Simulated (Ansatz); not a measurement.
C (R-3m) from a database of computed structures was relaxed with 3 functionals in the plane-wave code Ansatz, cell and atoms free, the symmetry of the start kept (meshes: PBE-D3(BJ) 10×10×10, r2SCAN+rVV10 10×10×10, PBE-D4 10×10×10). No spin polarisation and no zero-point or thermal motion.

The PBE-D3(BJ) result:
```cif
data_structure
_symmetry_space_group_name_H-M 'R-3m:H'
_symmetry_Int_Tables_number 166
_cell_length_a 2.4647
_cell_length_b 2.4647
_cell_length_c 20.9310
_cell_angle_alpha 90.000
_cell_angle_beta 90.000
_cell_angle_gamma 120.000
_cell_volume 110.12
loop_
_atom_site_label
_atom_site_type_symbol
_atom_site_symmetry_multiplicity
_atom_site_Wyckoff_symbol
_atom_site_fract_x
_atom_site_fract_y
_atom_site_fract_z
_atom_site_occupancy
C1 C 6 c 0.66667 0.33333 0.25232 1
C2 C 6 c 0.00000 0.00000 0.25231 1
```

It is trigonal, R-3m (No. 166); conventional cell a = 2.465 Å, c = 20.931 Å, 9.18 Å³ an atom. Around C lie 3 C at 1.42 Å.

(1) What lattice does PBE-D4 give?

(2) What lattice does r2SCAN+rVV10 give?

Results:

(1) a = 2.460 Å, c = 20.688 Å; the volume differs by -1.6 % from PBE-D3(BJ)'s. C is surrounded by 3 C at 1.42 Å.

(2) a = 2.455 Å, c = 20.743 Å; the volume differs by -1.7 % from PBE-D3(BJ)'s. C has 3 C at 1.42 Å.
